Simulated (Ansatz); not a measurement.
Wanted: the native input for an Ansatz 0.2.0 run.

| Quantity | Value |
| --- | --- |
| Task | relaxation of cell and atoms |
| Functional | LDA |
| Potentials or basis | Ansatz PAW |
| Cutoff | 420 eV (not typed: the program's choice for these potentials) |
| k mesh | 11 × 11 × 11 |
| Occupations | fermi-dirac, width 0.05 eV |
| Spin | no spin polarisation |

The system is Nb.

```
Nb
1.0
    -1.66395    1.66395    1.66395
     1.66395   -1.66395    1.66395
     1.66395    1.66395   -1.66395
Nb
1
Direct
  0.00000 0.00000 0.00000
```

One way to write it, as run:

input.yaml

```yaml
crystal:
  lattice:
    - [-1.66395, 1.66395, 1.66395]
    - [1.66395, -1.66395, 1.66395]
    - [1.66395, 1.66395, -1.66395]
  atoms:
    - { symbol: Nb, position: [0.0, 0.0, 0.0] }
hamiltonian:
  xc: lda
  pseudopotentials: { kind: paw }
kpoints:
  mp_grid: { grid: [11, 11, 11] }
scf:
  occupations: { method: fermi_dirac, width: 0.05 }
output:
  forces: true
  stress: true
  write_density: true
  write_potential: true
  elf: true
  volumetric_format: npy
relax:
  f_tol: 0.01
  max_steps: 40
  cell: { stress_tol: 0.05 }
```

Potentials or basis: Ansatz PAW.

Launch:

```bash
$ ansatz run input.yaml --threads 2 --pin off --max-ram 5632MiB --backend cpu --events-out ev --progress --plain --runs-dir out
```

Results of the run:

The relaxed volume is 17.19 Å³/atom, the relaxed cell is a = 2.816 Å, b = 2.816 Å, c = 2.816 Å, α = 109.47°, β = 109.47°, γ = 109.47° and the space group after relaxing (to 0.05 Å) is Im-3m (No. 229). The energy gained by relaxing is 46.8 meV/atom. The ionic steps are 5. The pressure after relaxing is 0.0 GPa. The band gap on the k mesh is none (metal or under the smearing width).

Caveat: the plane-wave basis is chosen anew once the cell has moved, so the energies of steps on either side of that aren't comparable; the PAW data sets come from PBE, with cores solved anew for the run's functional, which leaves a small shift of forces and pressure.

It took 2.3 s on 2 threads of Intel(R) Xeon(R) Processor @ 2.70GHz (shared host), peak memory 0.31 GiB.
